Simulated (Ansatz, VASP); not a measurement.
# Ag: VASP beside Ansatz

INCAR

```
ALGO = Normal
EDIFF = 1E-6
ENCUT = 520
GGA = PS
ISIF = 2
ISMEAR = 0
LASPH = True
LCHARG = False
LREAL = False
LWAVE = False
NBANDS = 12
NELM = 60
PREC = Accurate
SIGMA = 0.15
```

The input KPOINTS:

```
k-points
0
Gamma
  26 26 26
```

POSCAR

```
Ag
1.0
    0.0000000000      2.0272070345      2.0272070345
    2.0272070345      0.0000000000      2.0272070345
    2.0272070345      2.0272070345      0.0000000000
Ag
1
Direct
    0.0000000000      0.0000000000      0.0000000000
```

Input for Ansatz:

```yaml
crystal:
  lattice:
    - [0.0, 2.0272070345, 2.0272070345]
    - [2.0272070345, 0.0, 2.0272070345]
    - [2.0272070345, 2.0272070345, 0.0]
  atoms:
    - { symbol: Ag, position: [0.0, 0.0, 0.0] }
basis:
  ecutwfc: 420
kpoints:
  mp_grid: { grid: [26, 26, 26] }
hamiltonian:
  xc: pbesol
scf:
  occupations: { method: gaussian, width: 0.15 }
output:
  forces: true
  stress: true
  eigenvalues: true
  write_density: true
  write_potential: true
  elf: true
  volumetric_format: npy
```

Alike in both runs: task single point; functional PBEsol; k mesh 26 × 26 × 26; occupations gaussian, width 0.15 eV; no spin polarisation.

|  | VASP | Ansatz |
| --- | --- | --- |
| version | VASP 6.6.1 | Ansatz 0.2.0 |
| potentials or method | VASP PAW PBE potentials, release 64 (Ag) | scalar-relativistic, plane waves, PAW |
| plane-wave cutoff (eV) | 520 | 420 |
| valence electrons in the cell | 11 | 19 |

```csv
,VASP,Ansatz,Ansatz less VASP
gap on the k mesh at the Fermi level (eV),none,none,-
pressure (GPa),-0.3,-0.1,+0.23
```

A gap of «none» marks a metal or a gap that the smearing closes. The two sets of potentials don't hold the same shells in valence.

Caveats: the PAW data sets were made with another functional, which shifts forces and pressure a little (VASP).
